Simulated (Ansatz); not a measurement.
Crystal: Re.

```
Re
1.0
     2.76639    0.00000    0.00000
    -1.38319    2.39576    0.00000
     0.00000    0.00000    8.93885
Re
4
Cartesian
  1.3832 0.7986 6.7041
  0.0000 0.0000 4.4694
  0.0000 1.5972 2.2347
  0.0000 0.0000 0.0000
```

| Property | Result |
| --- | --- |
| Program | Ansatz 0.2.0 |
| Task | single point |
| Functional | PBEsol |
| Potentials or basis | Ansatz PAW |
| Cutoff | 420 eV (not typed: the program's choice for these potentials) |
| k mesh | 11 × 11 × 3 |
| Occupations | fermi-dirac, width 0.05 eV |
| Spin | no spin polarisation |

On this cell: pressure -6.8 GPa; largest force under 0.003 eV/Å; band gap on the k mesh none (metal or under the smearing width).

The same run follows on a disturbed copy (atoms moved at random, drawn with an rms of 0.05 Å):

```
Re
1.0
     2.76639    0.00000    0.00000
    -1.38319    2.39576    0.00000
     0.00000    0.00000    8.93885
Re
4
Direct
  0.67781 0.34543 0.74777
  0.98591 0.98710 0.49875
  0.33384 0.64301 0.24877
  0.01188 0.01044 0.99654
```

Q: What does the disturbed cell give?

A: The energy (extrapolated to zero smearing) moves by +5.4 meV/atom; pressure -6.6 GPa; largest force 0.319 eV/Å; band gap on the k mesh none (metal or under the smearing width).

Forces in eV/Å, atoms in the order of the input:
```
Re  -0.061 -0.169  0.072
Re   0.209  0.090 -0.175
Re  -0.161  0.259 -0.095
Re   0.013 -0.180  0.199
```

Stress tensor (GPa, compression positive):
```
-7.43  0.23  0.04
 0.23 -5.85 -0.06
 0.04 -0.06 -6.54
```

Caveats: the PAW data sets come from PBE, with cores solved anew for the run's functional, which leaves a small shift of forces and pressure.
